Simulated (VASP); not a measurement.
# ScAl3: vacancies and antisites compared, part 7 of 7

Wanted: a map of the native defects of ScAl3, all in one supercell and at one level. The start is a computed cell from the Materials Project.

VASP 6.6.1, plane waves and PAW; the level of theory is named at each step.

So far, formation energy of the neutral defect (eV): step 7 (energies of this defect, 31 atoms, defect vacancy, element Sc) 2.18; step 9 (energies of this defect, 31 atoms, defect vacancy, element Al) 1.14; step 11 (energies of this defect, 32 atoms, defect substitution, element Al) 0.574; step 13 (energies of this defect, 32 atoms, defect substitution, element Sc) 2.33.

## 14. Relaxing the defect, 33 atoms, defect interstitial Sc

This step: PBE; plane waves and PAW (Sc_sv, Al) (VASP 6.6.1).

System of this step: Sc3Al8. The cell holds 33 atoms: 9 Sc and 24 Al. Cell: a = 8.207 Å, b = 8.207 Å, c = 8.207 Å, α = 90.0°, β = 90.0°, γ = 90.0°. It derives from ScAl3. Nearest the centre at fractional (0.000, 0.000, 0.250): Sc9 at 0.00 Å, Sc1 at 2.05 Å, Sc2 at 2.05 Å, Al18 at 2.05 Å, Al26 at 2.05 Å, Al30 at 2.05 Å, Al20 at 2.05 Å, Al14 at 3.55 Å.

INCAR reads:

```
SYSTEM = Sc3Al8
PREC = Normal
ENCUT = 300
EDIFF = 1E-05
NELM = 120
ISMEAR = 1
SIGMA = 0.2
LREAL = Auto
ALGO = Fast
GGA = PE
NBANDS = 112
LASPH = .TRUE.
LORBIT = 11
LWAVE = .FALSE.
LCHARG = .TRUE.
KPAR = 4
NCORE = 2
IBRION = 2
NSW = 50
ISIF = 2
EDIFFG = -0.03
POTIM = 0.4
MAXMIX = 40
ISYM = 2
```

POSCAR reads:

```
Sc3Al8
1.0
    8.2070806470      0.0000000000      0.0000000000
    0.0000000000      8.2070806470      0.0000000000
    0.0000000000      0.0000000000      8.2070806470
Sc Al
9 24
Direct
    0.0000000000      0.0000000000      0.0000000000
    0.0000000000      0.0000000000      0.5000000000
    0.0000000000      0.5000000000      0.0000000000
    0.0000000000      0.5000000000      0.5000000000
    0.5000000000      0.0000000000      0.0000000000
    0.5000000000      0.0000000000      0.5000000000
    0.5000000000      0.5000000000      0.0000000000
    0.5000000000      0.5000000000      0.5000000000
    0.0000000000      0.0000000000      0.2500000000
    0.2500000000      0.2500000000      0.0000000000
    0.2500000000      0.2500000000      0.5000000000
    0.2500000000      0.7500000000      0.0000000000
    0.2500000000      0.7500000000      0.5000000000
    0.7500000000      0.2500000000      0.0000000000
    0.7500000000      0.2500000000      0.5000000000
    0.7500000000      0.7500000000      0.0000000000
    0.7500000000      0.7500000000      0.5000000000
    0.0000000000      0.2500000000      0.2500000000
    0.0000000000      0.2500000000      0.7500000000
    0.0000000000      0.7500000000      0.2500000000
    0.0000000000      0.7500000000      0.7500000000
    0.5000000000      0.2500000000      0.2500000000
    0.5000000000      0.2500000000      0.7500000000
    0.5000000000      0.7500000000      0.2500000000
    0.5000000000      0.7500000000      0.7500000000
    0.2500000000      0.0000000000      0.2500000000
    0.2500000000      0.0000000000      0.7500000000
    0.2500000000      0.5000000000      0.2500000000
    0.2500000000      0.5000000000      0.7500000000
    0.7500000000      0.0000000000      0.2500000000
    0.7500000000      0.0000000000      0.7500000000
    0.7500000000      0.5000000000      0.2500000000
    0.7500000000      0.5000000000      0.7500000000
```

KPOINTS reads:

```
Automatic mesh
0
Monkhorst-Pack
3 3 3
0 0 0
```

Potentials, in the order of the species: Sc_sv and Al (PBE family, release 64).

Command:

```console
mpirun -np 8 vasp_std
```

The program printed:

```text
[banner, memory and clock lines left out]
running    8 mpi-ranks, on    1 nodes
[...]
LDA part: xc-table for (Slater+PW92), standard interpolation
 POSCAR, INCAR and KPOINTS ok, starting setup
[...]
entering main loop
       N       E                     dE             d eps       ncg     rms          rms(c)
DAV:   1     0.165710212639E+04    0.16571E+04   -0.53031E+04  1584   0.923E+02
DAV:   2     0.126707709618E+02   -0.16444E+04   -0.16005E+04  1696   0.494E+02
DAV:   3    -0.151212181397E+03   -0.16388E+03   -0.15354E+03  2256   0.156E+02
DAV:   4    -0.163588995605E+03   -0.12377E+02   -0.11852E+02  2192   0.400E+01
[...]
RMM:  18    -0.146634860502E+03   -0.20994E-04   -0.43400E-04  1423   0.616E-02    0.240E-02
RMM:  19    -0.146634867792E+03   -0.72896E-05   -0.11372E-04  1059   0.317E-02    0.181E-02
RMM:  20    -0.146634872600E+03   -0.48080E-05   -0.54517E-05   986   0.233E-02
   1 F= -.14663487E+03 E0= -.14663956E+03  d E =-.146635E+03
[... from here on, the cycles between the ionic steps are left out ...]
   2 F= -.15162254E+03 E0= -.15161755E+03  d E =-.498767E+01
   3 F= -.15212295E+03 E0= -.15211403E+03  d E =-.548808E+01
   4 F= -.15212992E+03 E0= -.15212086E+03  d E =-.549505E+01
   5 F= -.15247402E+03 E0= -.15246252E+03  d E =-.344102E+00
   6 F= -.15261831E+03 E0= -.15260896E+03  d E =-.488391E+00
   7 F= -.15266781E+03 E0= -.15265911E+03  d E =-.495002E-01
   8 F= -.15268464E+03 E0= -.15267673E+03  d E =-.663345E-01
   9 F= -.15268798E+03 E0= -.15267985E+03  d E =-.333881E-02
  10 F= -.15268889E+03 E0= -.15268065E+03  d E =-.424896E-02
  11 F= -.15268947E+03 E0= -.15268104E+03  d E =-.574915E-03
 trial-energy change:   -0.000575  1 .order   -0.000579   -0.000848   -0.000310
 step:   2.9876(harm=  2.9876)  dis= 0.00343  next Energy=  -152.689561 (dE=-0.668E-03)
 reached required accuracy - stopping structural energy minimisation
```

Wall time 4 min (8 MPI ranks of Intel Xeon Platinum 8488C (Sapphire Rapids), shared host); peak memory 2.2 GiB.

OUTCAR, selected parts (step 14):

```text
  Total       20.5594672     20.5594672     23.5663823      0.0000000      0.0000000      0.0000000
  in kB       59.5876605     59.5876605     68.3026255      0.0000000      0.0000000      0.0000000
  external PRESSURE =      62.4926489 kB  Pullay stress =       0.0000000 kB

 POSITION                                       TOTAL-FORCE (eV/Angst)
 -----------------------------------------------------------------------------------
      0.00000      0.00000      7.87662         0.000000     -0.000000     -0.003831
      0.00000      0.00000      4.43400         0.000000     -0.000000      0.003831
      0.00000      4.10354      8.07494         0.000000     -0.000000     -0.003186
      0.00000      4.10354      4.23568         0.000000     -0.000000      0.003186
      4.10354      0.00000      8.07494         0.000000     -0.000000     -0.003186
      4.10354      0.00000      4.23568         0.000000     -0.000000      0.003186
      4.10354      4.10354      8.20648         0.000000     -0.000000     -0.002537
      4.10354      4.10354      4.10414         0.000000     -0.000000      0.002537
      0.00000      0.00000      2.05177         0.000000     -0.000000     -0.000000
      2.02889      2.02889      0.04111        -0.001845     -0.001845      0.010669
      2.02889      2.02889      4.06243        -0.001845     -0.001845     -0.010669
      2.02889      6.17819      0.04111        -0.001845      0.001845      0.010669
      2.02889      6.17819      4.06243        -0.001845      0.001845     -0.010669
      6.17819      2.02889      0.04111         0.001845     -0.001845      0.010669
[...]
-----------------------------------------------------------------------------------
    total drift:                                0.000000      0.000000     -0.000000

  FREE ENERGIE OF THE ION-ELECTRON SYSTEM (eV)
  ---------------------------------------------------
  free  energy   TOTEN  =      -152.6894680117 eV

  energy  without entropy=     -152.6641788658  energy(sigma->0) =     -152.68103830

[... 3 parts as in an earlier step ...]

[... 1 further part left out ...]
[key lines of the parts left out:]
E-fermi :   7.4025
```

The run ended after 11 ionic steps, 6.055 eV below its first step, once the forces on the free atoms met EDIFFG = -0.03.

Sc hardly moves from its start, within the 16 symmetry operations kept, and its nearest atoms are 2 Sc and 4 Al at 2.38 to 2.49 Å.

## 15. Energies of this defect, 33 atoms, defect interstitial

This step: point defect, PBE; plane waves and PAW (VASP 6.6.1).

Derived from the runs above.

E_f is E(defect cell) less E(perfect cell), corrected for the atoms exchanged with their references.

References, in eV an atom: Al -3.750 (crystal Fm-3m) and Sc -6.249 (crystal P6_3/mmc). They were run at the supercell's cutoff and functional, without U, and count both elements from their own phases.

The formation energy is 7.758 eV, and the largest move of an atom 0.44 Å.

## 16. All defects in both limits

This step: native point defects, PBE; plane waves and PAW (VASP 6.6.1).

This step runs nothing: it gathers the runs above.

Neutral cells; the limits come from the host's formation enthalpy alone. Formation energies:

```
           defect  charge  formation energy, Al-rich (eV)  formation energy, Sc-rich (eV)
       Sc vacancy       0                           0.405                           2.181
       Al vacancy       0                           1.143                           0.551
Sc on the Al site       0                            2.35                          -0.018
Al on the Sc site       0                           0.557                           2.925
  interstitial Sc       0                           9.534                           7.758
```

## 17. Results

```json
{
 "host formation enthalpy": "-0.444 eV/atom"
}
```

In words: In the Al-rich limit the cheapest defect is the Sc vacancy, at 0.41 eV. In the Sc-rich limit the cheapest defect is the Sc on the Al site, at -0.02 eV, which is zero within the error of this cell. The supercell of 32 atoms is small. Potential shifts are not applied, only the charges listed were run, and a negative energy means that the Fermi level can't reach that place or the limit lies outside the host's range, or that the host's structure gives way. Each defect was run on one site, no other kinds were tried, and all belong to one structure, the phase of space group Pm-3m. The limits are set by the pure elements; where other compounds of the two lie between, the true range is narrower and the order of defects can differ.

[Lines on the potential files, build, host, timing and source positions are cut from VASP's logs without a mark.]

[Logs are printed without paths, hosts, clocks, repeated set-up lines and the standing remarks that a program may print on its own settings, such as how far it seeks lower states.]

[Hosts, paths, dates, database ids (printed as entryN), source tags and the programs' standing remarks are cut or masked in the printed files.]

[In band tables of VASP the shares of atoms and orbitals are scaled to a sum of 1 inside the atoms' spheres.]

[Runs that stopped without an error message from VASP are left out.]
